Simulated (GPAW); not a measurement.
Runs of GPAW 26.7.0 on La2O3. The structure is trigonal, space group P-3m1 (No. 164). Conventional cell: a = 3.931 Å, b = 3.931 Å, c = 6.112 Å, α = 90.00°, β = 90.00°, γ = 120.00°. Around La (site symmetry 3m) lie 4 O at 2.36 to 2.44 Å. O (site symmetry -3m) has 6 La at 2.72 Å as nearest neighbours. O (site symmetry 3m) has 4 La at 2.36 to 2.44 Å as nearest neighbours. The cell is a database's computed one.

| task | level | potentials or basis | cell | cutoff (eV) | smearing | maxiter | convergence | displacement | relaxed first | band path | other keys | mesh quality | gap on the mesh (eV) | pressure (GPa) | largest force (eV/Å) |
| --- | --- | --- | --- | --- | --- | --- | --- | --- | --- | --- | --- | --- | --- | --- | --- |
| electron localisation function | PBE | GPAW PAW data sets (gpaw-data 1.2.1), pw | as given | 680 | fermi-dirac 0.2 eV | 150 | - | - | - | - | - | coarse | 4.04 | 1.3 | 0.04 |
| Born charges | PBE+D3(op) | GPAW PAW data sets (gpaw-data 1.2.1), pw | atoms relaxed | 680 | fermi-dirac 0.2 eV | 60 | density=1e-06 eigenstates=1e-09 | 0.01 | ions | - | several, not listed | coarse | 4.04 | 0.1 | - |
| band structure | PBE | GPAW PAW data sets (gpaw-data 1.2.1), pw | as given | 800 | fermi-dirac 0.05 eV | 150 | - | - | - | GMKGALHA,LM,KH | - | not flagged | (a) | 2.2 | 0.04 |
| band structure | LDA | the program's PAW data sets (release 1.2.1) made for this functional, pw | as given | 800 | fermi-dirac 0.05 eV | 150 | - | - | - | GMKGALHA,LM,KH | - | not flagged | (b) | -6.0 | 0.14 |

Alike in all rows: no spin polarisation; k mesh 5 × 5 × 3.

Fill in the values left out.

(a) 4.03; (b) 3.93.

Caveats: one-centre terms of the f shell are cut off; spin-orbit coupling is left out, which moves the levels of the heavy elements; the cutoff is short for stress and forces, so pressures can be off by a GPa or more (some runs); an odd mesh through Γ misses points on the zone boundary, where band edges often lie (some runs); the mesh misses the band edges, which the band path finds closer together (some runs); the LO-TO splitting is left out (some runs).

A k mesh can miss the band edges, and the runs leave out spin-orbit coupling on La.
